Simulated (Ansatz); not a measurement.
# Ge under changes of volume

One of the cells (22.639 Å³/atom); the others are scaled copies at fixed shape and fractional positions:

```
Ge
1.0
     0.00000    2.82891    2.82891
     2.82891    0.00000    2.82891
     2.82891    2.82891    0.00000
Ge
2
Cartesian
  4.2434 4.2434 4.2434
  2.8289 2.8289 2.8289
```

```yaml
Program: Ansatz 0.2.0
Functional: RPBE
Dispersion: D4
Potentials_or_basis: Ansatz PAW
Cutoff: "420 eV (not typed: the program's choice for these potentials)"
k_mesh: 8 × 8 × 8
Occupations: fermi-dirac, width 0.05 eV
Spin: no spin polarisation
```

```tsv
volume (Å³/atom)	energy over the lowest point (meV/atom)	pressure (GPa)	gap on the mesh (eV)
21.281	24.28	5.5	0.45
21.733	11.37	3.7	0.39
22.186	3.47	2.0	0.32
22.639	0.00	0.5	0.14
23.092	0.30	-0.7	none
23.545	3.95	-1.8	none
23.997	?	?	?
```

What does the run at 23.997 Å³/atom give?

Energy over the lowest point 10.65 meV/atom; pressure -2.8 GPa; gap on the mesh none.

Worked out: A Birch-Murnaghan fit of order 3 (a polynomial in V^(-2/3)) to the other rows has its minimum at 22.82 Å³/atom with B0 = V·E''(V) = 64 GPa and B' = 6.2. It gives 10.44 meV/atom at 23.997 Å³/atom, against the run's 10.65, and -dE/dV = -2.8 GPa, against -2.8.

Energies are extrapolated to zero smearing.

Caveats: the PAW data sets come from PBE, with cores solved anew for the run's functional, which leaves a small shift of forces and pressure; pairwise dispersion overbinds metals, which lowers pressure and volume (some runs).

A mesh can miss the band edges. Spin-orbit coupling on Ge is left out.

A gap of «none» marks a metal or a gap under the smearing width.
